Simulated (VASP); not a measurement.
# CaO (Fm-3m) in VASP: single point with PBE0

Aim: the single point of CaO with PBE0.

Everything below comes from runs of VASP 6.6.1. Logs are shortened: lines on timing, memory, paths and dates and some standing lists are left out, and cuts for length are marked.

## Step 1: Starting point

Symmetry: Fm-3m, No. 225, cubic system. Conventional cell: a = 4.774 Å, b = 4.774 Å, c = 4.774 Å, α = 90.00°, β = 90.00°, γ = 90.00°. Ca (site symmetry m-3m) is surrounded by 6 O at 2.39 Å. O (site symmetry m-3m) has 6 Ca at 2.39 Å as nearest neighbours.

## Step 2: Single point, PBE0

The input, POSCAR:

```
CaO
1.0
    0.0000000000      2.3871300000      2.3871300000
    2.3871300000      0.0000000000      2.3871300000
    2.3871300000      2.3871300000      0.0000000000
Ca O
1 1
Direct
    0.0000000000      0.0000000000      0.0000000000
    0.5000000000      0.5000000000      0.5000000000
```

The input, INCAR.step1:

```
PREC     = Accurate       # precision mode
ENCUT    = 520            # plane-wave cutoff, eV
EDIFF    = 1E-5           # SCF threshold, eV
ISMEAR   = 0              # smearing method
SIGMA    = 0.02           # smearing width, eV
LREAL    = F              # projectors in reciprocal space
LASPH    = T              # aspherical terms in the spheres
NELM     = 80             # most SCF steps
ALGO     = Normal         # electronic algorithm
ISIF     = 2              # what is computed and relaxed
LWAVE    = T              # write WAVECAR
GGA      = PE             # functional
```

The input, INCAR.step2:

```
PREC     = Accurate       # precision mode
ENCUT    = 520            # plane-wave cutoff, eV
EDIFF    = 1E-7           # SCF threshold, eV
ISMEAR   = 0              # smearing method
SIGMA    = 0.02           # smearing width, eV
LREAL    = F              # projectors in reciprocal space
LASPH    = T              # aspherical terms in the spheres
NELM     = 80             # most SCF steps
ALGO     = Normal         # electronic algorithm
ISIF     = 2              # what is computed and relaxed
LWAVE    = F              # write WAVECAR
LCHARG   = T              # write CHGCAR
GGA      = PE             # functional
LHFCALC  = T              # exact exchange
AEXX     = 0.25           # exact-exchange fraction
PRECFOCK = Fast         
HFRCUT   = -1           
LELF     = T              # ELF
LVHAR    = T            
ISTART   = 1
```

The input, KPOINTS:

```
Automatic mesh
0
Gamma
  6 6 6
```

Potentials or basis: VASP PAW PBE potentials, release 64 (Ca_sv, O).

On the command line:

```
> cat potpaw_PBE.64/Ca_sv/POTCAR potpaw_PBE.64/O/POTCAR > POTCAR
> cp INCAR.step1 INCAR
> mpirun -np 1 vasp_std > vasp.out
> cp INCAR.step2 INCAR
> mpirun -np 1 vasp_std > vasp.out
```

OUTCAR:

```text
PREC = Accurate
   ENCUT = 520
   EDIFF = 1E-7
   ISMEAR = 0
   LREAL = F
   LASPH = T
   NELM = 80
   ISIF = 2
   GGA = PE
   LHFCALC = T
   AEXX = 0.25
   PRECFOCK = Fast
   ISTART = 1

 ion  position               nearest neighbor table
   1  0.000  0.000  0.000-   2 2.39   2 2.39   2 2.39   2 2.39   2 2.39   2 2.39
   2  0.500  0.500  0.500-   1 2.39   1 2.39   1 2.39   1 2.39   1 2.39   1 2.39

  LATTYP: Found a face centered cubic cell.
 ALAT       =     4.7742600000

  Lattice vectors:

 A1 = (   0.0000000000,   2.3871300000,   2.3871300000)
 A2 = (   2.3871300000,   0.0000000000,   2.3871300000)
 A3 = (   2.3871300000,   2.3871300000,   0.0000000000)

Analysis of symmetry for initial positions (statically):
=====================================================================
 Subroutine PRICEL returns:
 Original cell was already a primitive cell.

 Routine SETGRP: Setting up the symmetry group for a
 face centered cubic supercell.

 Subroutine GETGRP returns: Found 48 space group operations
 (whereof 48 operations were pure point group operations)
 out of a pool of 48 trial point group operations.

The static configuration has the point symmetry O_h .

Analysis of symmetry for dynamics (positions and initial velocities):
=====================================================================
 Subroutine PRICEL returns:
 Original cell was already a primitive cell.

 Routine SETGRP: Setting up the symmetry group for a
 face centered cubic supercell.

 Subroutine GETGRP returns: Found 48 space group operations
 (whereof 48 operations were pure point group operations)
 out of a pool of 48 trial point group operations.

The dynamic configuration has the point symmetry O_h .

 Subroutine INISYM returns: Found 48 space group operations
 (whereof 48 operations are pure point group operations),
 and found     1 'primitive' translations

----------------------------------------------------------------------------------------

                                     Primitive cell

  volume of cell :      27.2056

  direct lattice vectors                    reciprocal lattice vectors
     0.000000000  2.387130000  2.387130000    -0.209456544  0.209456544  0.209456544
     2.387130000  0.000000000  2.387130000     0.209456544 -0.209456544  0.209456544
     2.387130000  2.387130000  0.000000000     0.209456544  0.209456544 -0.209456544

  length of vectors
     3.375911621  3.375911621  3.375911621     0.362789376  0.362789376  0.362789376

  position of ions in fractional coordinates (direct lattice)
     0.000000000  0.000000000  0.000000000
     0.500000000  0.500000000  0.500000000

  ion indices of the primitive-cell ions
   primitive index   ion index
                 1           1
                 2           2

----------------------------------------------------------------------------------------

 KPOINTS: Automatic mesh

Automatic generation of k-mesh.
 Grid dimensions read from file:
 generate k-points for:    6    6    6

 Generating k-lattice:

  Cartesian coordinates                     Fractional coordinates (reciprocal lattice)
    -0.034909424  0.034909424  0.034909424     0.166666667  0.000000000  0.000000000
     0.034909424 -0.034909424  0.034909424     0.000000000  0.166666667  0.000000000
     0.034909424  0.034909424 -0.034909424     0.000000000  0.000000000  0.166666667

  Length of vectors
     0.060464896  0.060464896  0.060464896

  Shift w.r.t. Gamma in fractional coordinates (k-lattice)
     0.000000000  0.000000000  0.000000000

 Subroutine IBZKPT returns following result:
 ===========================================

 Found     16 irreducible k-points:

 Following reciprocal coordinates:
            Coordinates               Weight
  0.000000  0.000000  0.000000      1.000000
  0.166667  0.000000  0.000000      8.000000
  0.333333  0.000000  0.000000      8.000000
  0.500000  0.000000  0.000000      4.000000
  0.166667  0.166667  0.000000      6.000000
  0.333333  0.166667  0.000000     24.000000
[... 8 lines left out ...]
 -0.333333  0.333333  0.166667     24.000000
 -0.333333  0.500000  0.166667     12.000000
   k-points           NKPTS =     16   k-points in BZ     NKDIM =    216   number of bands    NBANDS=     12
   number of dos      NEDOS =    301   number of ions     NIONS =      2
   total plane-waves  NPLWV =  21952
   dimension x,y,z NGX =    28 NGY =   28 NGZ =   28
   dimension x,y,z NGXF=    56 NGYF=   56 NGZF=   56
   ions per type =               1   1
   NGX,Y,Z   is equivalent  to a cutoff of  13.79, 13.79, 13.79 a.u.
   NGXF,Y,Z  is equivalent  to a cutoff of  27.58, 27.58, 27.58 a.u.
 SYSTEM =  unknown system
   PREC   = accura    normal or accurate (medium, high low for compatibility)
   ISTART =      1    job   : 0-new  1-cont  2-samecut
   ICHARG =      0    charge: 1-file 2-atom 10-const
   ISPIN  =      1    spin polarized calculation?
   LNONCOLLINEAR =      F non collinear calculations
   LSORBIT =      F    spin-orbit coupling
   LASPH  =      T    aspherical Exc in radial PAW
   ENCUT  =  520.0 eV  38.22 Ry    6.18 a.u.   6.28  6.28  6.28*2*pi/ulx,y,z
   NELM   =     80;   NELMIN=  2; NELMDL=  0     # of ELM steps
   EDIFF  = 0.1E-06   stopping-criterion for ELM
   LREAL  =      F    real-space projection
   EDIFFG = 0.1E-05   stopping-criterion for IOM
   NSW    =      0    number of steps for IOM
   IBRION =     -1    ionic relax: 0-MD 1-quasi-New 2-CG
   NFREE  =      0    steps in history (QN), initial steepest desc. (CG)
   ISIF   =      2    stress and relaxation
   ISYM   =      3    0-nonsym 1-usesym 2-fastsym
   POTIM  = 0.5000    time-step for ionic-motion
   TEBEG  =    0.0;   TEEND  =   0.0 temperature during run
   PSTRESS=    0.0 pullay stress
   NELECT =      16.0000    total number of electrons
   NUPDOWN=      -1.0000    fix difference up-down
   EMIN   =  10.00;   EMAX   =-10.00  energy-range for DOS
   EFERMI =   0.00;   METHOD = LEGACY
   ISMEAR =     0;   SIGMA  =   0.02  broadening in eV -4-tet -1-fermi 0-gaus
   EFERMI_NEDOS =   21; number of points for ismear=-14 and -15
   IALGO  =     38    algorithm
   IMIX   =      1    mixing-type and parameters
     AMIX     =   0.40;   BMIX     =  1.00
     AMIX_MAG =   1.60;   BMIX_MAG =  1.00
  volume/ion in A,a.u.               =      13.60        91.80
  Fermi-wavevector in a.u.,A,eV,Ry     =   1.371604  2.591956 25.596608  1.881298
  Thomas-Fermi vector in A             =   2.497286
   LORBIT       =      0    0 simple, 1 ext, 2 COOP (PROOUT), +10 PAW based schemes
   GGA     = PE    functional components
   LHFCALC =     T    Hartree Fock is set to
   PRECFOCK=fast      Normal, Fast or Accurate (Low or Medium for compatibility)
   ENCUT4O =  -1.0   cutoff for four orbital integrals eV
   NKREDX  =     1    reduce k-point grid by
   NKREDY  =     1    reduce k-point grid by
   NKREDZ  =     1    reduce k-point grid by
   AEXX    =    0.2500 exact exchange contribution
   HFSCREEN=    0.0000 screening length (either q_TF or 0.3 A-1)
   HFSCREENC=   0.0000 screening length for correlation (either q_TF or 0.3 A-1)
   ENCUTFOCK=  -1.0 apply spherical cutoff to Coloumb kernel
   IVDW    =     0    specifies the selected vdW correction
   LEPSILON=     F    determine dielectric tensor
   LRPA    =     F    only Hartree local field effects (RPA)
 non-spin polarized calculation
 Gauss-broadening in eV      SIGMA  =   0.02
  energy-cutoff  :      520.00
  volume of cell :       27.21
 maximum number of plane-waves:       754
 NGX is ok and might be reduce to    28
  NGX = 16; NGY = 16; NGZ = 16

 number of electron      15.9999997 magnetization

 Free energy of the ion-electron system (eV)
  ---------------------------------------------------
  ext. energy  EPLUGINS =         0.00000000
  ---------------------------------------------------
  free energy    TOTEN  =       -15.44662907 eV

  energy without entropy =      -15.44662907  energy(sigma->0) =      -15.44662907

 E-fermi :   1.2243     XC(G=0):  -8.3070

 val. band max:        1.0095933739   @ k =   0.0000   0.0000   0.0000
 cond. band min:       7.0449335614   @ k =   0.5000   0.5000   0.0000
 fundamental gap:      6.0353401875
 Fermi energy:         1.2243437224

 k-point     1 :       0.0000    0.0000    0.0000
  band No.  band energies     occupation
      1     -39.1367      2.00000
      2     -18.3990      2.00000
      3     -18.3990      2.00000
      4     -18.3990      2.00000
      5     -16.1008      2.00000
      6       1.0096      2.00000
      7       1.0096      2.00000
      8       1.0096      2.00000
      9       8.1300      0.00000
     10      10.0202      0.00000
     11      10.0202      0.00000
     12      10.0202      0.00000

 k-point     2 :       0.1667    0.0000    0.0000
  band No.  band energies     occupation
      1     -39.1076      2.00000
      2     -18.8678      2.00000
      3     -18.4128      2.00000
      4     -18.4128      2.00000
      5     -15.6055      2.00000
      6       0.0931      2.00000
      7       0.6297      2.00000
      8       0.6297      2.00000
      9       9.3062      0.00000
     10       9.9429      0.00000
     11      10.5419      0.00000
     12      10.5419      0.00000

 k-point     3 :       0.3333    0.0000    0.0000
  band No.  band energies     occupation
      1     -39.0492      2.00000
      2     -19.5301      2.00000
      3     -18.4400      2.00000
      4     -18.4400      2.00000
      5     -14.8867      2.00000
      6      -1.3104      2.00000
      7      -0.0264      2.00000
      8      -0.0264      2.00000
      9      10.2693      0.00000
     10      11.3503      0.00000
     11      11.7647      0.00000
     12      11.7647      0.00000
[... 166 lines left out ...]
 k-point    15 :      -0.3333    0.3333    0.1667
  band No.  band energies     occupation
      1     -38.9931      2.00000
      2     -19.3242      2.00000
      3     -18.7714      2.00000
      4     -18.6230      2.00000
      5     -15.1190      2.00000
      6      -0.8942      2.00000
      7      -0.1959      2.00000
      8      -0.1088      2.00000
      9      10.2644      0.00000
     10      10.3003      0.00000
     11      12.7981      0.00000
     12      13.3536      0.00000

 k-point    16 :      -0.3333    0.5000    0.1667
  band No.  band energies     occupation
      1     -38.9844      2.00000
      2     -18.9795      2.00000
      3     -18.8940      2.00000
      4     -18.7660      2.00000
      5     -15.4305      2.00000
      6      -0.3395      2.00000
      7      -0.1878      2.00000
      8       0.1249      2.00000
      9       8.5731      0.00000
     10      11.5837      0.00000
     11      12.4401      0.00000
     12      13.8827      0.00000

------------------------ aborting loop because EDIFF is reached ----------------------------------------

  FORCE on cell =-STRESS in cart. coord.  units (eV):
  Direction    XX          YY          ZZ          XY          YZ          ZX
  --------------------------------------------------------------------------------------
  -------------------------------------------------------------------------------------
  Total        0.4169021      0.4169021      0.4169021      0.0000000      0.0000000      0.0000000
  in kB       24.5519762     24.5519762     24.5519762      0.0000000      0.0000000      0.0000000
  external PRESSURE =      24.5519762 kB  Pullay stress =       0.0000000 kB

 VOLUME and BASIS-vectors are now :
 -----------------------------------------------------------------------------
  energy-cutoff  :      520.00
  volume of cell :       27.21
      direct lattice vectors                 reciprocal lattice vectors
     0.000000000  2.387130000  2.387130000    -0.209456544  0.209456544  0.209456544
     2.387130000  0.000000000  2.387130000     0.209456544 -0.209456544  0.209456544
     2.387130000  2.387130000  0.000000000     0.209456544  0.209456544 -0.209456544

 POSITION                                       TOTAL-FORCE (eV/Angst)
 -----------------------------------------------------------------------------------
      0.00000      0.00000      0.00000         0.000000     -0.000000      0.000000
      2.38713      2.38713      2.38713        -0.000000      0.000000     -0.000000
 -----------------------------------------------------------------------------------
    total drift:                                0.000000      0.000000      0.000000

  FREE ENERGIE OF THE ION-ELECTRON SYSTEM (eV)
  ---------------------------------------------------
  free  energy   TOTEN  =       -15.4466290713 eV

  energy  without entropy=      -15.4466290713  energy(sigma->0) =      -15.44662907
```

Run time: 8.1 min. Hardware: 1 thread of Intel Xeon Platinum 8375C at 2.90GHz (Ice Lake), shared host; peak memory 0.17 GiB.

Results:

```
Free energy            : -15.4466 eV
Pressure               : 2.5 GPa
Band gap on the k mesh : 6.04 eV, indirect (least direct gap 6.46 eV)
```

Levels at points of the mesh, in eV from the valence-band top:
| k point | band 4 | band 5 | band 6 | band 7 | band 8 | band 9 | band 10 | band 11 | band 12 |
| --- | --- | --- | --- | --- | --- | --- | --- | --- | --- |
| (0.00, 0.00, 0.00) | -19.41 | -17.11 | 0.00 | 0.00 | 0.00 | 7.12 | 9.01 | 9.01 | 9.01 |
| (0.50, 0.00, 0.00) | -19.46 | -15.60 | -2.91 | -1.33 | -1.33 | 9.92 | 10.97 | 11.50 | 11.50 |
| (0.50, 0.50, 0.00) | -19.67 | -16.84 | -1.46 | -0.43 | -0.43 | 6.04 | 11.08 | 12.04 | 12.87 |

Caveat: the PAW data sets were made with another functional, which shifts forces and pressure a little.
